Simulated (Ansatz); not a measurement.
# C (Fd-3m) in Ansatz: notebook

The runs below take C through band structure, single point, equation of state, with RPBE, revPBE.

Everything below comes from runs of Ansatz 0.2.0. Logs are shortened: lines on timing, memory, paths and dates and some standing lists are left out, and cuts for length are marked.

**The experiment to reproduce.**

From “Equation of state of cubic boron nitride at high pressures and temperatures”, 2007, arxiv:cond-mat/0702656, for a bulk crystal of C: bulk modulus 442 ± 5 GPa.

How close the calculation comes is told below.

### 1 The structure

Symmetry: Fd-3m, No. 227, cubic system. Conventional cell: a = 3.567 Å, b = 3.567 Å, c = 3.567 Å, α = 90.00°, β = 90.00°, γ = 90.00°. Around C (site symmetry -43m) lie 4 C at 1.54 Å.

This isn't the form of C at room conditions, which is graphite.

### 2 Band structure, RPBE

The input, input.yaml:

```yaml
crystal:
  lattice:
    - [0.0, 1.78337, 1.78337]
    - [1.78337, 0.0, 1.78337]
    - [1.78337, 1.78337, 0.0]
  atoms:
    - { symbol: C, position: [0.75, 0.75, 0.75] }
    - { symbol: C, position: [0.5, 0.5, 0.5] }
hamiltonian:
  xc: rpbe
  pseudopotentials: { kind: paw }
kpoints:
  mp_grid: { grid: [13, 13, 13] }
  band_path:
    path:
      - [[0.0, 0.0, 0.0], [0.5, 0.0, 0.5], [0.5, 0.25, 0.75], [0.375, 0.375, 0.75], [0.0, 0.0, 0.0], [0.5, 0.5, 0.5], [0.625, 0.25, 0.625], [0.5, 0.25, 0.75], [0.5, 0.5, 0.5], [0.375, 0.375, 0.75]]
      - [[0.625, 0.25, 0.625], [0.5, 0.0, 0.5]]
    npoints: 14
scf:
  occupations: { method: fermi_dirac, width: 0.05 }
  n_extra_bands: 6
output:
  forces: true
  stress: true
  eigenvalues: true
  fatbands: false
```

Potentials or basis: Ansatz PAW.

Run with:

```bash
$ ansatz run input.yaml --threads 2 --pin off --max-ram 5120MiB --backend cpu --events-out ev --progress --plain --runs-dir out
```

What it wrote:

```text
Warning: RAYON_NUM_THREADS=2 ignored (pool sized by the plan → 2); use --threads N
scf.n_extra_bands = 6 over 4 filled bands (N_el = 8.0): the run solves 10 bands
Engine: ansatz 0.2.0, x86_64-unknown-linux-gnu
Pseudopotentials: kind: paw
Pseudopotential: C, paw, valence charge 4, recommended cutoff 420 eV (normal), C.paw.azcp
Functional definition: RPBE
  parameter kappa = 0.804
  parameter beta = 0.06672455060314922
  exchange = rpbe_x(kappa = kappa, mu = beta*pi^2/3)
  correlation = pbe_c(beta = beta)
Crystal: 2 atoms, lattice volume = 11.344 Å³
Basis set: ecut = 420 eV, 229 PW (Γ), exchange–correlation on 36×36×36 points (8 copies of the dense FFT grid, shifted against one another)
Bands: 10, of which v1, the nominal top of the filled ones, is band 4 counted from 1 (3 counted from 0)
Symmetry: 48 space group operations
Space group: Fd-3m (ITA 227), of the structure as read, at distance tolerance 2.2e-5 Å
k-points: 84 of 2197
Non-local potential: C, projectors of the file, l = 0: 2, l = 1: 2, l = 2: 1
PAW form: soft (Blöchl's): semilocal exchange-correlation on the pseudo side does not see the compensation charge
PAW frozen core: C, regenerated for the run's functional, and the local potential with it (the file was generated under x = pbe(κ = 0.804, μ = 0.2195149727645171), c = pbe(β = 0.06672455060314922))
PAW one-centre angular grid: C, 110 points (default); XC on 64 Gauss nodes
Initial density: superposition of atomic densities (neutral atoms: chi_scale 0, normalization atom), corrected by the library's trained network
Initial wavefunctions: pseudopotential atomic-orbital guess
Functional: x = rpbe, c = pbe(β = 0.06672455060314922)
SCF iter   1: F=—  HF=-504.094100 eV  |F-HF|=—  |Δ(HF+E_count)|=         —  Δρ=3.97e-3  dr2=4.36e-4  ethr=1.77e-3  ⟨swp⟩=4.7  Hψ=4892  notcnv=0  defer=2
preconditioner: auto → none  [insulator: Δε(μ)=4.145 eV  Ē_g=23.302 eV  σ=0.050 eV  W_gap=1.00  n_scr=0 (ndim 8)  ℏωp=31.2 eV  f_vac=0.000  D(μ)=0.00/eV (n_scr^D=0)  ε∞_Penn≈2.8]
SCF iter   2: F=—  HF=-504.094221 eV  |F-HF|=—  |Δ(HF+E_count)|=   1.21e-4  Δρ=1.94e-3  dr2=1.03e-4  ethr=5.44e-6  ⟨swp⟩=2.1  Hψ=1776  notcnv=0  defer=50
SCF iter   3: F=—  HF=-504.094302 eV  |F-HF|=—  |Δ(HF+E_count)|=   8.09e-5  Δρ=1.28e-4  dr2=3.88e-7  ethr=1.29e-6  ⟨swp⟩=2.0  Hψ=1001  notcnv=0  defer=50
SCF iter   4: F=—  HF=-504.094302 eV  |F-HF|=—  |Δ(HF+E_count)|=   2.91e-8  Δρ=3.01e-5  dr2=2.10e-8  ethr=4.86e-9  ⟨swp⟩=2.6  Hψ=1034  notcnv=0  defer=50
iter 5 did not close the SCF: its close was put off for the readings that it lacked (scf_convergence_deferred on its scf_iter line)
SCF iter   5: F=-504.094302 eV  HF=-504.094302 eV  |F-HF|=8.77e-11  |Δ(HF+E_count)|=   1.94e-8  Δρ=1.94e-6  dr2=2.62e-10  ethr=2.63e-10  ⟨swp⟩=2.6  Hψ=988  notcnv=0  defer=50
SCF iter   6: F=-504.094302 eV  HF=-504.094302 eV  |F-HF|=4.60e-12  |Δ(HF+E_count)|=  4.51e-11  Δρ=4.17e-7  dr2=1.42e-11  ethr=3.28e-12  ⟨swp⟩=3.9  Hψ=3416  notcnv=0
SCF 1 converged in 6 iterations: F = -504.094302 eV  dr2 = 1.42e-11
NSCF: frozen V_eff on 142 k-points
SCF converged after 6 iterations
Free energy (F): -504.094302 eV
Harris-Foulkes:  -504.094302 eV  (|F-HF|=4.60e-12)
Internal energy: -504.094302 eV  (E = F + TS)
E sigma→0 (E₀):  -504.094302 eV
Fermi energy:    15.490858 eV
--- Per-component energies (eV) ---
  E_band       = 35.375160
  E_kinetic    = 184.400529
  E_local      = -121.044623  (includes V_loc(G=0)·N_el)
  E_nonlocal   = 52.130074
  E_hartree    = 26.718305
  E_xc         = -97.634254
  E_vxc        = -121.103934  (∫ρ·V_xc dr)
  E_paw        = -200.673357  (= ΣΔE_a)
  E_vpaw       = -12.443479  (= ΣTr[D̂ρ^β])
  E_aug_tail   = 0.000017  (compensation charges beyond the density's cutoff)
  E_ewald      = -347.961363
  E_core_change = -0.029629  (= ΣΔE_core)
  E_smearing   = -0.000000  (= −TS)
  E_closure    = 0.000000  (closes the sum)
  Σ components = -504.094302   (vs F -504.094302, Δ=0.00e0)
--- Forces (eV/Å), atoms counted from 1 ---
  atom   1  C      0.00000000     0.00000000     0.00000000
  atom   2  C      0.00000000    -0.00000000    -0.00000000
  max |Σ_I F_I| component: 7.40e-17 eV/Å
--- Stress (GPa, compression-positive) ---
        7.940616       0.000000      -0.000000
        0.000000       7.940616       0.000000
        0.000000       0.000000       7.940616
  P = ⅓ Tr σ = 7.9406 GPa (79.406 kbar)
--- Band table (eV; the first three rows and the last of 84) ---
  k-point 0: bands = ["-8.1161", "13.4388", "13.4388", "13.4388", "19.0409", "19.0409", "19.0409", "26.6626", "32.8112", "39.8664"]
  k-point 1: bands = ["-7.9522", "12.3643", "13.1578", "13.1578", "19.4078", "19.4078", "19.6720", "26.8145", "33.0920", "37.9532"]
  k-point 2: bands = ["-7.4621", "10.0833", "12.5251", "12.5251", "20.2385", "20.2385", "20.6879", "27.2577", "33.7166", "36.3799"]
  k-point 83: bands = ["0.5761", "2.0290", "4.7788", "5.7592", "23.6926", "23.7547", "25.5120", "26.8508", "33.9228", "35.6877"]
```

It took 0.65 s on 2 threads of Intel Xeon at 2.60GHz (Ice Lake), shared host; peak memory 0.32 GiB.

Results:

```yaml
Free_energy: -504.0943 eV
Pressure: 7.9 GPa
Band_gap_on_the_k_mesh: 4.15 eV, indirect (least direct gap 5.60 eV)
Band_gap_along_the_path: 4.14 eV, indirect (least direct gap 5.60 eV)
```

Levels at the corners of the path, in eV from the valence-band top:
| point | band 1 | band 2 | band 3 | band 4 | band 5 | band 6 | band 7 | band 8 | band 9 |
| --- | --- | --- | --- | --- | --- | --- | --- | --- | --- |
| Γ | -21.55 | 0.00 | 0.00 | 0.00 | 5.60 | 5.60 | 5.60 | 13.22 | 19.37 |
| X | -12.84 | -12.84 | -6.32 | -6.32 | 4.77 | 4.77 | 16.89 | 16.89 | 23.34 |
| W | -12.06 | -12.06 | -8.33 | -8.33 | 10.68 | 10.68 | 12.31 | 12.31 | 21.44 |
| K | -13.07 | -11.80 | -9.33 | -5.39 | 5.69 | 10.77 | 14.42 | 15.67 | 18.76 |
| Γ | -21.55 | 0.00 | 0.00 | 0.00 | 5.60 | 5.60 | 5.60 | 13.22 | 19.37 |
| L | -15.80 | -13.41 | -2.82 | -2.82 | 8.48 | 8.48 | 8.78 | 15.79 | 22.02 |
| U | -13.07 | -11.80 | -9.33 | -5.39 | 5.69 | 10.77 | 14.42 | 15.67 | 18.76 |
| W | -12.06 | -12.06 | -8.33 | -8.33 | 10.68 | 10.68 | 12.31 | 12.31 | 21.44 |
| L | -15.80 | -13.41 | -2.82 | -2.82 | 8.48 | 8.48 | 8.78 | 15.79 | 22.02 |
| K | -13.07 | -11.80 | -9.33 | -5.39 | 5.69 | 10.77 | 14.42 | 15.67 | 18.76 |
| U | -13.07 | -11.80 | -9.33 | -5.39 | 5.69 | 10.77 | 14.42 | 15.67 | 18.76 |
| X | -12.84 | -12.84 | -6.32 | -6.32 | 4.77 | 4.77 | 16.89 | 16.89 | 23.34 |

Caveat: the pressure holds a Pulay correction of +0.9 GPa for the finite cutoff; the PAW data sets come from PBE, with cores solved anew for the run's functional, which leaves a small shift of forces and pressure. A hybrid or GW would open this gap; RPBE tends to underestimate it.

### 3 Single point, revPBE, 5.33 Å³/atom (volume scaled by 0.94)

The input, input.yaml:

```yaml
crystal:
  lattice:
    - [0.0, 1.7469644787, 1.7469644787]
    - [1.7469644787, 0.0, 1.7469644787]
    - [1.7469644787, 1.7469644787, 0.0]
  atoms:
    - { symbol: C, position: [0.75, 0.75, 0.75] }
    - { symbol: C, position: [0.5, 0.5, 0.5] }
hamiltonian:
  xc: revpbe
  pseudopotentials: { kind: paw }
kpoints:
  mp_grid: { grid: [13, 13, 13] }
scf:
  occupations: { method: fermi_dirac, width: 0.05 }
output:
  forces: true
  stress: true
  eigenvalues: true
```

Potentials or basis: Ansatz PAW.

Run with:

```bash
$ ansatz run input.yaml --threads 2 --pin off --max-ram 5120MiB --backend cpu --events-out ev --progress --plain --runs-dir out
```

It took 0.38 s on 2 threads of Intel Xeon at 2.60GHz (Ice Lake), shared host; peak memory 0.28 GiB.

It converged, with:

```yaml
Free_energy: -503.3240 eV
Pressure: 37.3 GPa
Band_gap_on_the_k_mesh: 4.28 eV, indirect (least direct gap 5.77 eV)
```

Caveat: odd divisions of the mesh miss points on the zone boundary, where band edges often lie, so the gap on the mesh can be too wide; the pressure holds a Pulay correction of +0.9 GPa for the finite cutoff; the PAW data sets come from PBE, with cores solved anew for the run's functional, which leaves a small shift of forces and pressure.

### 4 Single point, revPBE, 5.44 Å³/atom (volume scaled by 0.96)

input.yaml, as its differences from that of step 3:

```diff
@@ -2,5 +2,5 @@
   lattice:
-    - [0.0, 1.7469644787, 1.7469644787]
-    - [1.7469644787, 0.0, 1.7469644787]
-    - [1.7469644787, 1.7469644787, 0.0]
+    - [0.0, 1.7592674508, 1.7592674508]
+    - [1.7592674508, 0.0, 1.7592674508]
+    - [1.7592674508, 1.7592674508, 0.0]
   atoms:
```

Run with:

```bash
$ ansatz run input.yaml --threads 2 --pin off --max-ram 5120MiB --backend cpu --events-out ev --progress --plain --runs-dir out
```

It took 0.36 s on 2 threads of Intel Xeon at 2.60GHz (Ice Lake), shared host; peak memory 0.32 GiB.

Results (log left out):

```
Free energy            : -503.3687 eV
Pressure               : 26.0 GPa
Band gap on the k mesh : 4.23 eV, indirect (least direct gap 5.71 eV)
```

Caveat: odd divisions of the mesh miss points on the zone boundary, where band edges often lie, so the gap on the mesh can be too wide; the pressure holds a Pulay correction of +0.9 GPa for the finite cutoff; the PAW data sets come from PBE, with cores solved anew for the run's functional, which leaves a small shift of forces and pressure.

### 5 Single point, revPBE, 5.56 Å³/atom (volume scaled by 0.98)

input.yaml, as its differences from that of step 4:

```diff
@@ -2,5 +2,5 @@
   lattice:
-    - [0.0, 1.7592674508, 1.7592674508]
-    - [1.7592674508, 0.0, 1.7592674508]
-    - [1.7592674508, 1.7592674508, 0.0]
+    - [0.0, 1.7714007132, 1.7714007132]
+    - [1.7714007132, 0.0, 1.7714007132]
+    - [1.7714007132, 1.7714007132, 0.0]
   atoms:
```

Run with:

```bash
$ ansatz run input.yaml --threads 2 --pin off --max-ram 5120MiB --backend cpu --events-out ev --progress --plain --runs-dir out
```

Wall time 0.36 s (2 threads of Intel Xeon at 2.60GHz (Ice Lake), shared host); peak memory 0.31 GiB.

Results (log left out):

```yaml
Free_energy: -503.3981 eV
Pressure: 15.8 GPa
Band_gap_on_the_k_mesh: 4.19 eV, indirect (least direct gap 5.66 eV)
```

Caveat: odd divisions of the mesh miss points on the zone boundary, where band edges often lie, so the gap on the mesh can be too wide; the pressure holds a Pulay correction of +0.9 GPa for the finite cutoff; the PAW data sets come from PBE, with cores solved anew for the run's functional, which leaves a small shift of forces and pressure.

### 6 Single point, revPBE, 5.67 Å³/atom

input.yaml, as its differences from that of step 5:

```diff
@@ -2,5 +2,5 @@
   lattice:
-    - [0.0, 1.7714007132, 1.7714007132]
-    - [1.7714007132, 0.0, 1.7714007132]
-    - [1.7714007132, 1.7714007132, 0.0]
+    - [0.0, 1.78337, 1.78337]
+    - [1.78337, 0.0, 1.78337]
+    - [1.78337, 1.78337, 0.0]
   atoms:
@@ -19 +19,5 @@
   eigenvalues: true
+  write_density: true
+  write_potential: true
+  elf: true
+  volumetric_format: npy
```

Potentials or basis: Ansatz PAW.

Run with:

```bash
$ ansatz run input.yaml --threads 2 --pin off --max-ram 5120MiB --backend cpu --events-out ev --progress --plain --runs-dir out
```

Wall time 0.46 s (2 threads of Intel Xeon at 2.60GHz (Ice Lake), shared host); peak memory 0.31 GiB.

It converged, with:

```yaml
Free_energy: -503.4138 eV
Pressure: 6.4 GPa
Band_gap_on_the_k_mesh: 4.14 eV, indirect (least direct gap 5.60 eV)
```

Caveat: odd divisions of the mesh miss points on the zone boundary, where band edges often lie, so the gap on the mesh can be too wide; the pressure holds a Pulay correction of +0.9 GPa for the finite cutoff; the PAW data sets come from PBE, with cores solved anew for the run's functional, which leaves a small shift of forces and pressure.

### 7 Single point, revPBE, 5.79 Å³/atom (volume scaled by 1.02)

The input, input.yaml:

```yaml
crystal:
  lattice:
    - [0.0, 1.7951807415, 1.7951807415]
    - [1.7951807415, 0.0, 1.7951807415]
    - [1.7951807415, 1.7951807415, 0.0]
  atoms:
    - { symbol: C, position: [0.75, 0.75, 0.75] }
    - { symbol: C, position: [0.5, 0.5, 0.5] }
hamiltonian:
  xc: revpbe
  pseudopotentials: { kind: paw }
kpoints:
  mp_grid: { grid: [13, 13, 13] }
scf:
  occupations: { method: fermi_dirac, width: 0.05 }
output:
  forces: true
  stress: true
  eigenvalues: true
```

Run with:

```bash
$ ansatz run input.yaml --threads 2 --pin off --max-ram 5120MiB --backend cpu --events-out ev --progress --plain --runs-dir out
```

It took 0.38 s on 2 threads of Intel Xeon at 2.60GHz (Ice Lake), shared host; peak memory 0.31 GiB.

The run converged. Its results:

```
Free energy            : -503.4168 eV
Pressure               : -2.1 GPa
Band gap on the k mesh : 4.10 eV, indirect (least direct gap 5.54 eV)
```

Caveat: odd divisions of the mesh miss points on the zone boundary, where band edges often lie, so the gap on the mesh can be too wide; the pressure holds a Pulay correction of +0.9 GPa for the finite cutoff; the PAW data sets come from PBE, with cores solved anew for the run's functional, which leaves a small shift of forces and pressure.

### 8 Single point, revPBE, 5.90 Å³/atom (volume scaled by 1.04)

input.yaml, as its differences from that of step 7:

```diff
@@ -2,5 +2,5 @@
   lattice:
-    - [0.0, 1.7951807415, 1.7951807415]
-    - [1.7951807415, 0.0, 1.7951807415]
-    - [1.7951807415, 1.7951807415, 0.0]
+    - [0.0, 1.806838086, 1.806838086]
+    - [1.806838086, 0.0, 1.806838086]
+    - [1.806838086, 1.806838086, 0.0]
   atoms:
@@ -19 +19,5 @@
   eigenvalues: true
+  write_density: true
+  write_potential: true
+  elf: true
+  volumetric_format: npy
```

Run with:

```bash
$ ansatz run input.yaml --threads 2 --pin off --max-ram 5120MiB --backend cpu --events-out ev --progress --plain --runs-dir out
```

Wall time 0.49 s (2 threads of Intel Xeon at 2.60GHz (Ice Lake), shared host); peak memory 0.32 GiB.

The run converged. Its results:

* Free energy: -503.4083 eV
* Pressure: -9.8 GPa
* Band gap on the k mesh: 4.07 eV, indirect (least direct gap 5.50 eV)

Caveat: odd divisions of the mesh miss points on the zone boundary, where band edges often lie, so the gap on the mesh can be too wide; the pressure holds a Pulay correction of +0.9 GPa for the finite cutoff; the PAW data sets come from PBE, with cores solved anew for the run's functional, which leaves a small shift of forces and pressure.

### 9 Single point, revPBE, 6.01 Å³/atom (volume scaled by 1.06)

The input, input.yaml:

```yaml
crystal:
  lattice:
    - [0.0, 1.8183469191, 1.8183469191]
    - [1.8183469191, 0.0, 1.8183469191]
    - [1.8183469191, 1.8183469191, 0.0]
  atoms:
    - { symbol: C, position: [0.75, 0.75, 0.75] }
    - { symbol: C, position: [0.5, 0.5, 0.5] }
hamiltonian:
  xc: revpbe
  pseudopotentials: { kind: paw }
kpoints:
  mp_grid: { grid: [13, 13, 13] }
scf:
  occupations: { method: fermi_dirac, width: 0.05 }
output:
  forces: true
  stress: true
  eigenvalues: true
```

Potentials or basis: Ansatz PAW.

Run with:

```bash
$ ansatz run input.yaml --threads 2 --pin off --max-ram 5120MiB --backend cpu --events-out ev --progress --plain --runs-dir out
```

Wall time 0.39 s (2 threads of Intel Xeon at 2.60GHz (Ice Lake), shared host); peak memory 0.31 GiB.

It converged, with:

| Item | Value |
| --- | --- |
| Free energy | -503.3892 eV |
| Pressure | -16.9 GPa |
| Band gap on the k mesh | 4.03 eV, indirect (least direct gap 5.44 eV) |

Caveat: odd divisions of the mesh miss points on the zone boundary, where band edges often lie, so the gap on the mesh can be too wide; the pressure holds a Pulay correction of +0.9 GPa for the finite cutoff; the PAW data sets come from PBE, with cores solved anew for the run's functional, which leaves a small shift of forces and pressure.

### 10 Equation of state, revPBE

No new run: the results of the series are fitted here.

Results:

* Equilibrium volume: 5.76 Å³/atom
* Bulk modulus: 422 GPa
* Pressure derivative of the bulk modulus: 3.7

Energy against volume, from the lowest point:
```tsv
volume (Å³/atom)	energy (meV/atom)
5.332	46.40
5.445	24.04
5.558	9.32
5.672	1.48
5.785	0.00
5.899	4.26
6.012	13.78
```

Caveat: the potentials were made for another functional, which shifts forces and pressure.

### 11 Comparison with measurements

Step 10. Measured bulk modulus of C: 442 GPa (quoted in “Equation of state of cubic boron nitride at high pressures and temperatures”, 2007, arxiv:cond-mat/0702656). This calculation gives 422 GPa (-4.4 %). 3 values of this kind are on record (442 to 444.8 GPa); this one was drawn at random among those near their median, those with a stated uncertainty first. The fit is for a static lattice scaled at fixed shape and fixed fractional positions. The cell as given is a measured one (5.67 Å³/atom); revPBE puts the equilibrium volume +1.5 % from it, thermal expansion not counted.
